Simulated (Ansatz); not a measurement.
# TaC: LAPW beside PAW

Aim: solve TaC at one geometry with full-potential LAPW, frozen-core PAW and all-electron PAW on datasets made for the crystal, and see where they agree.

Method: DFT PBE, scalar-relativistic, in Ansatz 0.2.0.

## 1. The structure to begin with

It takes space group Fm-3m (No. 225, cubic). Conventional cell: a = 4.454 Å, b = 4.454 Å, c = 4.454 Å, α = 90.00°, β = 90.00°, γ = 90.00°. Around Ta (site symmetry m-3m) lie 6 C at 2.23 Å. C (site symmetry m-3m) is surrounded by 6 Ta at 2.23 Å.

As a file:

```cif
data_structure
_symmetry_space_group_name_H-M 'Fm-3m'
_symmetry_Int_Tables_number 225
_cell_length_a 4.4540
_cell_length_b 4.4540
_cell_length_c 4.4540
_cell_angle_alpha 90.000
_cell_angle_beta 90.000
_cell_angle_gamma 90.000
_cell_volume 88.36
loop_
_atom_site_label
_atom_site_type_symbol
_atom_site_symmetry_multiplicity
_atom_site_Wyckoff_symbol
_atom_site_fract_x
_atom_site_fract_y
_atom_site_fract_z
_atom_site_occupancy
Ta1 Ta 4 a 0.00000 0.00000 0.00000 1
C1 C 4 b 0.50000 0.00000 0.00000 1
```

The file gives the conventional cell by its symmetry; the runs use the cell typed in the input.

The structure is an experimental refinement, used without relaxation.

Atoms are numbered in the order of the input: Ta1, C2.

## 2. Full-potential LAPW

input.yaml

```yaml
crystal:
  lattice:
    - [0.0, 2.227, 2.227]
    - [2.227, 0.0, 2.227]
    - [2.227, 2.227, 0.0]
  atoms:
    - { symbol: Ta, position: [0.0, 0.0, 0.0] }
    - { symbol: C, position: [0.5, 0.5, 0.5] }
kpoints:
  mp_grid: { grid: [13, 13, 13] }
  band_path:
    path:
      - [0.0, 0.0, 0.0]
      - [0.5, 0.0, 0.5]
      - [0.625, 0.25, 0.625]
      - [0.375, 0.375, 0.75]
      - [0.0, 0.0, 0.0]
      - [0.5, 0.5, 0.5]
      - [0.5, 0.25, 0.75]
      - [0.5, 0.0, 0.5]
    npoints: 14
scf:
  occupations: { method: fermi_dirac, width: 0.08 }
hamiltonian:
  xc: pbe
  pseudopotentials: { kind: all_electron, lapw: { basis_error: 0.00025 } }
output:
  forces: true
  stress: true
  eigenvalues: true
  populations: true
  dos: { projected: true, de: 0.2, e_range: [-14, 8] }
```

Launch:

```
$ ansatz run input.yaml --threads 1 --pin off --max-ram 3072MiB --backend cpu --events-out ev --progress --plain --runs-dir out
```

## 3. Frozen-core PAW

input.yaml, as its differences from that of step 2:

```diff
@@ -25,3 +25,3 @@
   xc: pbe
-  pseudopotentials: { kind: all_electron, lapw: { basis_error: 0.00025 } }
+  pseudopotentials: { kind: paw }
 output:
@@ -30,3 +30,9 @@
   eigenvalues: true
+  efg: { contact_densities: true }
   populations: true
+  bader: true
   dos: { projected: true, de: 0.2, e_range: [-14, 8] }
+  write_density: true
+  write_potential: true
+  elf: true
+  volumetric_format: npy
```

## 4. All-electron PAW on datasets made for the crystal

input.yaml, as its differences from that of step 3:

```diff
@@ -20,3 +20,3 @@
       - [0.5, 0.0, 0.5]
-    npoints: 14
+    npoints: 8
 scf:
@@ -25,3 +25,3 @@
   xc: pbe
-  pseudopotentials: { kind: paw }
+  pseudopotentials: { kind: all_electron, datasets: crystal }
 output:
@@ -31,8 +31 @@
   efg: { contact_densities: true }
-  populations: true
-  bader: true
-  dos: { projected: true, de: 0.2, e_range: [-14, 8] }
-  write_density: true
-  write_potential: true
-  elf: true
-  volumetric_format: npy
```

(Steps that only read results are left out.)

**Question.** What will these runs give? Wanted: pressure; gap; Bader charges; highest ELF.

As calculated:

| quantity | value |
| --- | --- |
| pressure | LAPW 4.78, PAW 4.84, crystal datasets 4.78 GPa |
| gap (LAPW) | none |
| Bader charges (PAW) | Ta1 +1.91, C2 -1.91 e |
| highest ELF (PAW) | 0.78, 0.70 Å from C |

**Reading.** The pressure of 4.8 GPa pushes the cell to expand, with the atoms held in place. The count of 49 electrons in bands leaves a band partly filled, so there is no gap. Ta 5d carries the largest share, 71 %, of the projected states within 0.3 eV of the Fermi level. The projection holds only the free atom's occupied shells (Ta 6s, Ta 5d, C 2s, C 2p in this range). In pressure, PAW differs from LAPW by +0.06 GPa. LAPW took about 2.4 times as long as PAW (39 s against 16 s, on a shared host and with the outputs that each input asks for). Spin-orbit coupling is left out, though the cell holds Ta; in elements this heavy it can shift bands and gaps by tenths of an eV.
